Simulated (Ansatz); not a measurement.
This log comes from Ansatz, run on rocksalt MgO. The cell was relaxed with r2SCAN and then strained (uniaxial -2.47 % along [111], other directions held), with the atoms relaxed again with r2SCAN; k points keep the names of the unstrained zone.

The cell given to it:
```xyz
2
Lattice="-0.0346 2.0676 2.0676 2.0676 -0.0346 2.0676 2.0676 2.0676 -0.0346" Properties=species:S:1:pos:R:3 pbc="T T T"
Mg    0.0000    0.0000    0.0000
O     2.0502    2.0502    2.0502
```

Main lines of the log:
```
scf.n_extra_bands = 4 over 8 filled bands (N_el = 16.0): the run solves 12 bands
Functional definition: HSE06
Crystal: 2 atoms, lattice volume = 18.120 Å³
Basis set: ecut = 420 eV, 337 PW (Γ)
Bands: 12, of which v1, the nominal top of the filled ones, is band 8 counted from 1 (7 counted from 0)
Symmetry: 12 space group operations
Space group: R-3m (ITA 166)
k-points: 65 of 512
Exchange kernel: α = 0.2500, screened, ω = 0.2079 Å⁻¹, Wigner–Seitz truncation, v(0) = 1046.5468 eV·Å³, q-mesh 8×8×8
preconditioner: auto → none  [insulator: Δε(μ)=6.648 eV  ℏωp=24.7 eV]
hybrid outer 1: dexx = +3.294e-3 eV, tail = 3.65e-5 eV
hybrid outer 2: dexx = +8.294e-8 eV, tail = 1.44e-8 eV, Δε = 3.57e-3 eV
Free energy (F): -2494.336450 eV
Fermi energy:    7.379071 eV
--- Per-component energies (eV) ---
  E_band       = -333.631329
  E_kinetic    = 257.729758
  E_local      = -1583.355052
  E_nonlocal   = 141.154119
  E_hartree    = 548.431226
  E_xc         = -85.089797
  E_vxc        = -108.057314
  E_exx        = -71.608175
  E_paw        = -398.942868
  E_vpaw       = 5.247839
  E_ewald      = -1302.596658
  E_core_change = -0.061541
--- Forces (eV/Å), atoms counted from 1 ---
  atom   1  Mg      0.00000      0.00000      0.00000
  atom   2  O       0.00000      0.00000      0.00000
--- Stress (GPa, compression-positive) ---
        4.021912       2.560709       2.560709
        2.560709       4.021912       2.560709
        2.560709       2.560709       4.021912
  P = ⅓ Tr σ = 4.0219 GPa (40.219 kbar)
--- Band table (eV; the first three rows and the last of 65) ---
  k-point 0: bands = […, -34.1239, -34.1239, -11.7180, 7.1967, 7.1967, 7.3791, 14.0595, 24.9802, 24.9802, 25.7693]
  k-point 1: bands = […, -34.1318, -34.1249, -11.5333, 6.2305, 7.0850, 7.2431, 14.9861, 23.4044, 25.3930, 26.0694]
  k-point 2: bands = […, -34.1360, -34.1273, -11.0546, 4.3637, 6.8269, 6.9710, 16.5029, 21.9786, 26.0921, 26.5971]
  k-point 64: bands = […, -34.1339, -34.1339, -10.1791, 2.2855, 6.3975, 6.3975, 16.9933, 22.8058, 25.6160, 25.6160]
```

bands.tsv, columns around the gap (it counts bands from 0):
```tsv
# k_distance	band_3	band_4	band_5	band_6	band_7	band_8	band_9	band_10	band_11
# fermi_ev = 7.379071
# [0, 0, 0] at k_distance = 0.000000
# [0.5, 0, 0.5] at k_distance = 1.507176
# [0.625, 0.25, 0.625] at k_distance = 2.044503
# [0.375, 0.375, 0.75] at k_distance = 2.959665
# [0.5, 0.5, 0.5] at k_distance = 3.874828
# [0.5, 0.25, 0.75] at k_distance = 4.931566
# levels_relative_to = fermi_ev
0.000	-41.503	-19.097	-0.182	-0.182	0.000	6.680	17.601	17.601	18.390
1.507	-41.536	-17.388	-4.603	-1.729	-1.518	10.773	12.199	15.599	21.632
2.045	-41.527	-17.342	-3.945	-3.038	-1.497	11.869	14.234	14.889	20.589
2.960	-41.527	-17.342	-3.945	-3.038	-1.497	11.869	14.234	14.889	20.589
3.875	-41.513	-17.558	-5.094	-0.982	-0.982	9.614	15.427	18.237	18.237
4.932	-41.539	-17.314	-3.389	-3.344	-2.067	13.696	13.790	14.614	18.004
```
In order the rows are Γ, X, U, K, L, W.

Question: Reconstruct the input.

Answer:
```yaml
crystal:
  # lattice and atoms as above
kpoints:
  mp_grid: { grid: [8, 8, 8] }
  band_path:
    path:
      - [0.0, 0.0, 0.0]
      - [0.5, 0.0, 0.5]
      - [0.625, 0.25, 0.625]
      - [0.375, 0.375, 0.75]
      - [0.5, 0.5, 0.5]
      - [0.5, 0.25, 0.75]
    npoints: 1
hamiltonian:
  xc: hse06
scf:
  occupations: { method: fixed }
  n_extra_bands: 4
output:
  forces: true
  stress: true
  eigenvalues: true
```
A single point prints forces and stress when the output block asks for them. The exchange loop and the term E_exx show exact exchange. Not every key shows in the log; this is the file that was used.

The values are computed, spin-unpolarised, and not measurements.

The stress of a hybrid is loosely converged in these runs.

The meshes of the hybrids are coarse, so their gaps aren't converged to the digits shown.
